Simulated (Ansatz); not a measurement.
Runs of Ansatz 0.2.0 on Sc. The structure is hexagonal, space group P6_3/mmc (No. 194). The conventional cell has a = 3.309 Å, b = 3.309 Å, c = 5.273 Å, α = 90.00°, β = 90.00°, γ = 120.00°. Sc (site symmetry -6m2) has 12 Sc at 3.26 to 3.31 Å as nearest neighbours. 

```tsv
level	cutoff (eV)	gap on the mesh (eV)	pressure (GPa)	relaxed volume (Å³/atom)
PBEsol	420	none	0.0	23.67
revPBE	420	none	0.0	(a)
LDA	420	none	0.0	22.55
BLYP	420	none	0.0	(b)
r2SCAN	500	none	0.0	24.94
RPBE	420	none	0.0	25.63
```

Alike in all rows: task relaxation of cell and atoms; potentials or basis Ansatz PAW; no spin polarisation; cell relaxed; k mesh 9 × 9 × 5; smearing fermi-dirac 0.05 eV.

**Question.** Estimate the missing entries.

**Answer.** (a) 25.38; (b) 25.02.

Caveats: the plane-wave basis is chosen anew once the cell has moved, so the energies of steps on either side of that aren't comparable; the PAW data sets come from PBE, with cores solved anew for the run's functional, which leaves a small shift of forces and pressure.

A gap of «none» marks a metal or a gap under the smearing width.

Runs at the PBE level aren't shown here.
